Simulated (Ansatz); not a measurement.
Runs of Ansatz 0.2.0 on InP. Symmetry: Fm-3m, No. 225, cubic system. Conventional cell: a = 5.538 Å, b = 5.538 Å, c = 5.538 Å, α = 90.00°, β = 90.00°, γ = 90.00°. Around In (site symmetry m-3m) lie 6 P at 2.77 Å. P (site symmetry m-3m) is surrounded by 6 In at 2.77 Å. Measurements of this composition are mostly on another form, of space group No. 216.

```csv
task,level,cell,points for each segment of the path,gap on the mesh (eV),pressure (GPa),relaxed volume (Å³/atom)
band structure,HSEsol,as given,4,none,-4.6,-
single point,PBE0,as given,-,none,-2.7,-
relaxation of cell and atoms,HSEsol,relaxed,-,none,0.0,(a)
relaxation of cell and atoms,HF,relaxed,-,none,0.0,21.60
relaxation of cell and atoms,PBE0,relaxed,-,none,0.0,(b)
```

Alike in all rows: potentials or basis Ansatz PAW; no spin polarisation; k mesh 4 × 4 × 4; cutoff (eV) 420; smearing fermi-dirac 0.05 eV; the mesh is coarse, so values aren't converged.

Q: Fill in the values left out.

A: (a) 20.09; (b) 20.55.

Caveats: all runs use coarse meshes; the PAW data sets come from PBE, with cores solved anew for the run's functional, which leaves a small shift of forces and pressure; the plane-wave basis is chosen anew once the cell has moved, so the energies of steps on either side of that aren't comparable (some runs); the thresholds are loose for stress (some runs); spin-orbit coupling is left out, which moves the levels of the heavy elements (some runs).

A k mesh can miss the band edges, and the runs leave out spin-orbit coupling on In.

A gap of «none» marks a metal or a gap under the smearing width.
